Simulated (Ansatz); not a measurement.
# BN: band gap under strain

How does strain move the band edges of wurtzite BN, and do the functionals agree on it? States: +4.0 % biaxial strain in x and y, free along z; +4.0 % equal strain in all directions.

Program: Ansatz 0.2.0. PAW datasets, plane waves. The values are computed, spin-unpolarised, and not measurements.

## 1. The cell

The unstrained cell was relaxed with r2SCAN; in each strained cell the atoms were relaxed again with r2SCAN. Names of k-points are those of the unstrained zone, where strain can split equivalent points. First state: +4.0 % biaxial strain in x and y, free along z.

The symmetry is P6_3mc (No. 186, hexagonal); conventional cell a = 2.646 Å, c = 4.190 Å, 6.35 Å³ an atom. Around B lie 4 N at 1.57–1.62 Å; around N lie 4 B at 1.57–1.62 Å.

As a file:

Space group P6_3mc (No. 186). a = 2.646 Å, b = 2.646 Å, c = 4.190 Å, α = 90.00°, β = 90.00°, γ = 120.00°
| atom | site | symmetry | x | y | z |
| --- | --- | --- | --- | --- | --- |
| B | 2b | 3m. | 0.3333 | 0.6667 | 0.0004 |
| N | 2b | 3m. | 0.3333 | 0.6667 | 0.3746 |

From earlier runs on the unstrained cell: PBE 5.21 eV, r2SCAN 5.75 eV, HSE06 6.53 eV; a = 2.544 Å, c = 4.208 Å.

## 2. +4.0 % biaxial strain in x and y, free along z: PBE

The input, input.yaml:

```yaml
crystal:
  lattice:
    - [2.6457080014, 0.0, 0.0]
    - [-1.3228540007, 2.2912503402, 0.0]
    - [0.0, 0.0, 4.1896410019]
  atoms:
    - { symbol: B, position: [0.3333333333, 0.6666666667, 0.0003656847] }
    - { symbol: B, position: [0.6666666667, 0.3333333333, 0.5003656847] }
    - { symbol: "N", position: [0.3333333333, 0.6666666667, 0.3746343153] }
    - { symbol: "N", position: [0.6666666667, 0.3333333333, 0.8746343153] }
kpoints:
  mp_grid: { grid: [12, 12, 6] }
  band_path:
    path:
      - [0.0, 0.0, 0.0]
      - [0.5, 0.0, 0.0]
      - [0.3333333333, 0.3333333333, 0.0]
      - [0.0, 0.0, 0.5]
      - [0.5, 0.0, 0.5]
      - [0.3333333333, 0.3333333333, 0.5]
      - [0.1, 0.0, 0.0]
    npoints: 1
hamiltonian:
  xc: pbe
scf:
  occupations: { method: fermi_dirac, width: 0.02 }
  n_extra_bands: 5
output:
  forces: true
  stress: true
  eigenvalues: true
```

Launch:

```
$ ansatz run input.yaml --threads 4 --pin off --max-ram 4608MiB --backend cpu --events-out ev --progress --plain --runs-dir out
```

Further steps of the session: +4.0 % biaxial strain in x and y, free along z: r2SCAN; +4.0 % biaxial strain in x and y, free along z: HSE06; +4.0 % equal strain in all directions: PBE; +4.0 % equal strain in all directions: r2SCAN; +4.0 % equal strain in all directions: HSE06.

**Question.** What will these runs give?

The runs gave:

Least gap in eV (negative: overlap), with the change from the unstrained cell in brackets:

```
                                         state  volume change (%)           PBE        r2SCAN         HSE06
+4.0 % biaxial strain in x and y, free along z               +7.7  5.41 (+0.20)  5.95 (+0.20)  6.72 (+0.19)
         +4.0 % equal strain in all directions              +12.5  5.42 (+0.21)  5.94 (+0.19)  6.73 (+0.20)
```

In words: The largest move of the HSE06 gap in the table is +0.196 eV, under +4.0 % equal strain in all directions. PBE and HSE06 differ by 1.32 eV on the unstrained gap, and by at most 0.02 eV on its change: PBE follows the response to strain far better than the gap itself.
